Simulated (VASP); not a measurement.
# ZnInGaO₄: convergence, self-consistent run

ZnInGaO₄, R3m (no. 160), 7 atoms in the cell. RevPBE; PAW potentials In_d, Ga_d, Zn, O (PBE set). VASP 6.6.1. The cell is changed on purpose: last atom moved by 0.05 Å along z, cell strained by +1.5% along z.

Wanted: energy within 2 meV/atom; forces within 0.01 eV/Å.

What the run is for: forces; Accuracy asked: standard.

POSCAR:
```
ZnInGaO4
1.0
    1.6803268679      0.9701371695      8.8441065439
   -1.6803268679      0.9701371695      8.8441065439
    0.0000000000     -1.9402743390      8.8441065439
In Ga Zn O
1 1 1 4
Direct
    0.0027680000      0.0027680000      0.0027680000
    0.7870340000      0.7870340000      0.7870340000
    0.2183820000      0.2183820000      0.2183820000
    0.8635990000      0.8635990000      0.8635990000
    0.1217170000      0.1217170000      0.1217170000
    0.7113580000      0.7113580000      0.7113580000
    0.2970557600      0.2970557600      0.2970557600
```

The series start from Plane-wave cutoff (eV): 520; k-point mesh: 8 × 8 × 8; Precision mode (PREC): Accurate; Electronic threshold (eV): 1e-6; Bands in all (NBANDS): 46; Aspherical gradient terms in the spheres (LASPH): yes; Electronic algorithm: ALGO=Normal; Delay and inner steps: defaults; Placing of the Fermi level (EFERMI): EFERMI=MIDGAP. Each series keeps the choices made before it, and each single choice may use up half of a tolerance.

## Plane-wave cutoff (eV)

| Plane-wave cutoff (eV) | Energy less reference (meV/atom) | Forces, largest deviation (eV/Å) | SCF iterations | Time (s) |
|---|---|---|---|---|
| 320 | -57.5 | 0.128 | 16 | 94 |
| 400 | -8.7 | 0.016 | 17 | 120 |
| 460 | 2.1 | 0.005 | 17 | 146 |
| 520 | 4.1 | 0.003 | 17 | 358 |
| 600 | 2.6 | 0.003 | 17 | 230 |
| 700 | 0.7 | 0.001 | 17 | 317 |
| 840 (reference) | 0.0 | 0.000 | 17 | 666 |

Chosen: 700, the loosest value from which every tighter one stays within half of the tolerance.

## k-point mesh

| k-point mesh | Energy less reference (meV/atom) | Forces, largest deviation (eV/Å) | SCF iterations | Time (s) |
|---|---|---|---|---|
| 3 × 3 × 3 | 15.9 | 0.037 | 17 | 81 |
| 4 × 4 × 4 | 2.7 | 0.005 | 17 | 148 |
| 5 × 5 × 5 | 0.6 | 0.002 | 17 | 184 |
| 6 × 6 × 6 | 0.2 | 0.001 | 17 | 228 |
| 8 × 8 × 8 | 0.0 | 0.000 | 17 | 317 |
| 10 × 10 × 10 | 0.0 | 0.000 | 17 | 533 |
| 12 × 12 × 12 (reference) | 0.0 | 0.000 | 17 | 816 |

Chosen: 5 × 5 × 5.

## Precision mode (PREC)

| Precision mode (PREC) | Energy less reference (meV/atom) | Forces, largest deviation (eV/Å) | SCF iterations | Time (s) |
|---|---|---|---|---|
| Low | -1.1 | 0.063 | 17 | 41 |
| SingleN | -1.1 | 0.063 | 17 | 42 |
| Normal | 0.0 | 0.001 | 17 | 59 |
| Accurate (reference) | 0.0 | 0.000 | 17 | 184 |

Chosen: Normal.

## Electronic threshold (eV)

| Electronic threshold (eV) | Energy less reference (meV/atom) | Forces, largest deviation (eV/Å) | SCF iterations | Time (s) |
|---|---|---|---|---|
| 0.001 | 0.1 | 0.012 | 11 | 39 |
| 0.0001 | 0.0 | 0.001 | 14 | 46 |
| 1e-5 | 0.0 | 0.001 | 14 | 49 |
| 1e-6 | 0.0 | 0.000 | 17 | 59 |
| 1e-7 | 0.0 | 0.000 | 18 | 61 |
| 1e-8 (reference) | 0.0 | 0.000 | 19 | 63 |

Chosen: 0.0001.

## Bands in all (NBANDS)

| Bands in all (NBANDS) | Energy less reference (meV/atom) | Forces, largest deviation (eV/Å) | SCF iterations | Time (s) |
|---|---|---|---|---|
| 32 | 0.0 | 0.002 | 14 | 41 |
| 33 | 0.0 | 0.001 | 14 | 42 |
| 35 | 0.0 | 0.001 | 14 | 42 |
| 37 | 0.0 | 0.002 | 14 | 42 |
| 46 | 0.0 | 0.002 | 14 | 46 |
| 61 (reference) | 0.0 | 0.000 | 13 | 53 |

Chosen: 32.

## Aspherical gradient terms in the spheres (LASPH)

| Aspherical gradient terms in the spheres (LASPH) | Energy less reference (meV/atom) | Forces, largest deviation (eV/Å) | SCF iterations | Time (s) |
|---|---|---|---|---|
| no | 1.0 | 0.006 | 14 | 39 |
| yes (reference) | 0.0 | 0.000 | 14 | 41 |

Chosen: yes; the one before it in the list is off by more than half of the tolerance.

## Electronic algorithm

| Electronic algorithm | Energy less reference (meV/atom) | Forces, largest deviation (eV/Å) | SCF iterations | Time (s) |
|---|---|---|---|---|
| ALGO=Normal | 0.0 | 0.000 | 14 | 41 |
| ALGO=Fast | 0.0 | 0.017 | 24 | 75 |
| ALGO=VeryFast | no result | no result | 120 | 374 |
| ALGO=All ISEARCH=1 | 0.0 | 0.013 | 16 | 52 |
| ALGO=All ISEARCH=0 | 0.0 | 0.013 | 16 | 56 |
| ALGO=Damped TIME=0.4 | 0.3 | 0.003 | 57 | 117 |
| ALGO=Damped TIME=0.1 | 0.3 | 0.004 | 101 | 187 |
| ALGO=Old Fast | 0.0 | 0.008 | 15 | 45 |

Chosen: ALGO=Normal; no other choice that stays within half of the tolerance saves 30 % of the time.

## Delay and inner steps

| Delay and inner steps | Energy less reference (meV/atom) | Forces, largest deviation (eV/Å) | SCF iterations | Time (s) |
|---|---|---|---|---|
| defaults | 0.0 | 0.000 | 14 | 41 |
| NELMDL=-2 | 0.0 | 0.005 | 13 | 41 |
| NELMDL=-8 | 0.0 | 0.001 | 17 | 43 |
| NELMDL=-12 | 0.0 | 0.001 | 21 | 48 |
| NRMM=2 | 0.0 | 0.001 | 16 | 42 |
| NRMM=6 | 0.0 | 0.001 | 14 | 42 |
| WEIMIN=0.001 | 0.0 | 0.000 | 14 | 40 |

Chosen: defaults.

## Placing of the Fermi level (EFERMI)

| Placing of the Fermi level (EFERMI) | Energy less reference (meV/atom) | Forces, largest deviation (eV/Å) | SCF iterations | Time (s) |
|---|---|---|---|---|
| EFERMI=MIDGAP | 0.0 | 0.000 | 14 | 41 |
| EFERMI=LEGACY | 0.0 | 0.000 | 14 | 40 |

Chosen: EFERMI=MIDGAP.

## All choices together

| Input | Energy less reference (meV/atom) | Forces, largest deviation (eV/Å) | Time (s) |
|---|---|---|---|
| the program's defaults (naive) | -7.5 | 0.192 | 22 |
| chosen settings | 1.3 | 0.003 | 41 |
| reference settings throughout | 0.0 | 0.000 | 2698 |

The tolerance is met.

## The input

INCAR:
```
SYSTEM = ZnInGaO4
GGA = RE
ISMEAR = 0
SIGMA = 0.03
LWAVE = .FALSE.
LCHARG = .FALSE.
ISIF = 2
PREC = Normal
LASPH = .TRUE.
LREAL = .FALSE.
ALGO = Normal
EDIFF = 1E-4
NELM = 120
GGA_COMPAT = .FALSE.
ENCUT = 700
EFERMI = MIDGAP
KPAR = 8
NBANDS = 32
```

KPOINTS:
```
Automatic mesh
0
Gamma
  5 5 5
  0 0 0
```

Commands:
```
cat potpaw_PBE.64/In_d/POTCAR potpaw_PBE.64/Ga_d/POTCAR potpaw_PBE.64/Zn/POTCAR potpaw_PBE.64/O/POTCAR > POTCAR
mpirun -np 8 vasp_std > vasp.out
```

The chosen input took VASP 6.6.1 41 s on 8 cores (Intel Xeon Platinum 8488C (Sapphire Rapids)), a shared host.

## An input that fails: cutoff far too low

It runs to its end, but against the unchanged starting input it is off by 4123.6 meV/atom in the energy, 1.163 eV/Å in the forces.

Changes against the starting input:
```
- NELM = 120
- ENCUT = 520
+ NELM = 77
+ ENCUT = 140
```
